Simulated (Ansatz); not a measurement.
**A vibration from a frozen displacement in SnSe**

The calculation used DFT r2SCAN, scalar-relativistic, plane waves, PAW in Ansatz 0.2.0. The runs took a 500 eV cutoff, a Γ-centred 10×10×10 mesh and Gaussian smearing (0.05 eV). No spin polarisation. Energies are free energies at this smearing, counted from the undisturbed cell; pressure is positive in compression.

Zero of the scan (as given, not relaxed at this level; it stands at 0.0 GPa; this rock-salt form isn't the usual structure):

```
Sn Se
1.0
     0.00000    3.01000    3.01000
     3.01000    0.00000    3.01000
     3.01000    3.01000    0.00000
Sn Se
1 1
Cartesian
  0.0000 0.0000 0.0000
  3.0100 3.0100 3.0100
```

Every Sn atom is moved by x along the Cartesian unit vector (0.000, -0.707, -0.707); the cell and all other atoms stay fixed. The cell's volume is 54.54 Å³; the moved atoms weigh 118.710 u together and the others 78.971 u. Some rows repeat others by symmetry and weren't run.

| x (Å) | ΔE (meV/cell) | total force on the moved atoms along the move (eV/Å) | pressure (GPa) |
| --- | --- | --- | --- |
| -0.1000 | -1.74 | -0.0272 | 0.1229 |
| -0.0875 | -1.40 | -0.0269 | 0.0871 |
| -0.0750 | -1.07 | -0.0253 | 0.0559 |
| -0.0625 | -0.77 | -0.0228 | 0.0294 |
| -0.0500 | -0.51 | -0.0194 | 0.0076 |
| -0.0375 | -0.29 | -0.0151 | -0.0094 |
| -0.0250 | -0.13 | -0.0105 | -0.0215 |
| -0.0125 | -0.03 | -0.0054 | -0.0289 |
| 0.0000 | 0.00 | 0.0000 | -0.0313 |
| 0.0125 | -0.03 | 0.0054 | -0.0289 |
| 0.0250 | -0.13 | 0.0105 | -0.0215 |
| 0.0375 | -0.29 | 0.0151 | -0.0094 |
| 0.0500 | -0.51 | 0.0194 | 0.0076 |
| 0.0625 | -0.77 | 0.0228 | 0.0294 |
| 0.0750 | -1.07 | 0.0253 | 0.0559 |
| 0.0875 | -1.40 | 0.0269 | 0.0871 |
| 0.1000 | -1.74 | 0.0272 | 0.1229 |

Question: What frequency belongs to this motion?

Answer: The force constant is k = −dF/dx = -0.430 eV/Å², from the parabola through x = -0.0125, 0 and 0.0125. In every cell the moved atoms swing against the rest, so the mass is μ = m₁m₂/(m₁ + m₂) = 47.423 u, and ν̃ = 521.5 cm⁻¹ × √(|k|/μ) = 50i cm⁻¹. To first order in x, and within 1 %, the force on every atom lies along the move and, within each of the two groups, in proportion to the atom's mass, so this is itself a mode at the zone centre of this cell, taken without macroscopic field (the transverse frequency in a polar insulator).

Question: Where does the displacement stop?

Answer: Not within the scan: the energy still falls at its end, so along this line the minimum lies further out.